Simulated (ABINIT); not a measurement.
Crystal: Ir.

```xyz
1
Lattice="0.0000 1.9156 1.9156 1.9156 0.0000 1.9156 1.9156 1.9156 0.0000" Properties=species:S:1:pos:R:3 pbc="T T T"
Ir    0.0000    0.0000    0.0000
```

Base run:

```yaml
Program: ABINIT 10.8.3 (patched build)
Functional: revPBE
Potentials_or_basis: JTH PAW PBE v2.0
Cutoff: 463 eV
k_mesh: 12 × 12 × 12
Occupations: fermi-dirac, width 0.05 eV
Spin: no spin polarisation
```

Its results: band gap on the k mesh none (metal or under the smearing width); pressure 13.8 GPa.

Problem. After a change of settings the same cell gave: band gap on the k mesh none (metal or under the smearing width); pressure 27.5 GPa. Which change was it?
A. functional from revPBE to BP86
B. functional from revPBE to LDA; potentials or basis from JTH PAW PBE v2.0 to PseudoDojo NC SR LDA v0.4 stringent; cutoff from 463 eV to 762 eV; valence electrons from 15 to 17
C. functional from revPBE to PW91; spin from no spin polarisation to spin-orbit coupling, no magnetisation
D. functional from revPBE to rPW86PBE

Solution. D.

Caveats: spin-orbit coupling is left out, which moves the levels of the heavy elements; the PAW data sets were made with another functional, which shifts forces and pressure a little (some runs); so large a pressure means that the cell lies far from this level's equilibrium, or that cutoff or potentials fall short (some runs); the potentials were made for another functional, which shifts forces and pressure (some runs).
